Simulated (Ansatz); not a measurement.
## Strength of the C–H bond: C4H7 → C4H6 + H

Species: C4H7 (cyclobutyl radical) `[CH]1CCC1`, doublet; C4H6 (cyclobutene) `C1=CCC1`, singlet; H atom, doublet. 

Shapes, held fixed at every level: PBE0-D4/def2-TZVP. Programs: Ansatz 0.2.0. The zero-point and thermal change to 298 K, harmonic and unscaled (PBE0-D4/def2-TZVP), is -19.2 kJ/mol.

```
               level                    kind  ΔH(298 K) (kJ/mol)  less CCSD(T)/CBS estimate  CPU time (sum over the molecules)
r2SCAN-D4/def2-TZVPP                meta-GGA              +177.3                      +24.5                               27 s
  PBE0-D4/def2-TZVPP           global hybrid              +167.7                      +14.9                               17 s
  wB97M-V/def2-TZVPP  range-separated hybrid              +158.5                       +5.7                               56 s
        MP2/def2-SVP     perturbation theory              +132.1                      -20.7                                  –
      MP2/def2-TZVPP     perturbation theory              +133.5                      -19.3                                  –
  CCSD(T)/def2-TZVPP   coupled cluster or CI              +153.2                       +0.4                             35 min
CCSD(T)/CBS estimate   coupled cluster or CI              +152.8                        0.0                             37 min
```

The highest level, CCSD(T)/CBS estimate, gives ΔH(298 K) = +152.8 kJ/mol; the levels span +132.1 to +177.3. A fragment pairs its electrons up again, so this isn't a typical strength of such a bond. The column of differences is taken from that level and isn't an error. No measured value is set beside it here. Open shells run unrestricted unless RO is named. The CBS estimate extrapolates MP2 from def2-TZVPP and def2-QZVPP and adds CCSD(T) − MP2 in the triple-zeta set, cores frozen. Times are processor times on shared x86 and Arm servers, and rough.
